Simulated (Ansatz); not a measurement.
**Energy landscape near a Hg structure**

These are results of DFT PBE, scalar-relativistic, plane waves, PAW (Ansatz 0.2.0), not measurements.

Plane waves to 420 eV, a k mesh through Γ of 12×8×12 on the computed 2-atom cell and Gaussian smearing (0.05 eV); no spin polarisation.

Reference cell:

```xyz
2
Lattice="3.4133 0.0000 0.0000 0.0000 5.4991 0.0000 -1.6999 0.0000 3.0241" Properties=species:S:1:pos:R:3 pbc="T T T"
Hg    0.8569    1.3748    2.4321
Hg    0.8566    4.1243    0.5920
```

Each variant moves atoms of this cell by the vectors given, if any (Å), and then applies a symmetric strain (tensor components, Cartesian axes). The reference cell isn't relaxed at this level. Energies are per atom at zero smearing, counted from the lowest variant. Pressure is positive in compression.

1. strain (xx yy zz yz xz xy, %) -2.47 -4.38 -3.28 0.00 0.40 0.00; moves: Hg1 (-0.098, 0.000, 0.018); Hg2 (0.098, 0.000, -0.018)
2. no strain; moves: Hg2 (0.147, 0.108, -0.328)
3. strain (xx yy zz yz xz xy, %) 0.98 0.59 3.16 -1.25 -2.00 -1.51; moves: Hg1 (-0.083, -0.026, -0.050); Hg2 (0.083, 0.026, 0.050)
4. strain (xx yy zz yz xz xy, %) -2.22 4.33 -1.12 0.00 1.45 0.00; moves: Hg1 (0.143, 0.000, -0.046); Hg2 (-0.143, 0.000, 0.046)
5. strain (xx yy zz yz xz xy, %) 3.59 3.28 4.54 0.00 1.00 0.00; moves: Hg1 (-0.117, 0.000, 0.094); Hg2 (0.117, 0.000, -0.094)
6. strain (xx yy zz yz xz xy, %) -5.96 1.28 -3.48 1.83 -0.21 -2.14; moves: Hg1 (-0.024, -0.005, 0.017); Hg2 (0.024, 0.005, -0.017)

| result | ΔE (meV/atom) | P (GPa) | largest force (eV/Å) | gap on mesh (eV) |
| --- | --- | --- | --- | --- |
| A | 35.4 | 2.60 | 0.01 | 0 |
| B | 7.5 | 0.62 | 0.00 | 0 |
| C | 30.0 | 2.04 | 0.03 | 0 |
| D | 0.0 | -0.09 | 0.03 | 0.23 |
| E | 11.7 | 1.02 | 0.17 | 0 |
| F | 3.4 | 0.33 | 0.09 | 0 |

Which variant gave which result?

A is 1, B is 4, C is 6, D is 5, E is 2, F is 3. The pressure falls as the cell grows: from the smallest volume to the largest the variants are 1, 6, 2, 4, 3, 5.

Spin-orbit coupling is left out, which matters for the bands of heavy elements.

This form isn't the element's structure at ambient conditions.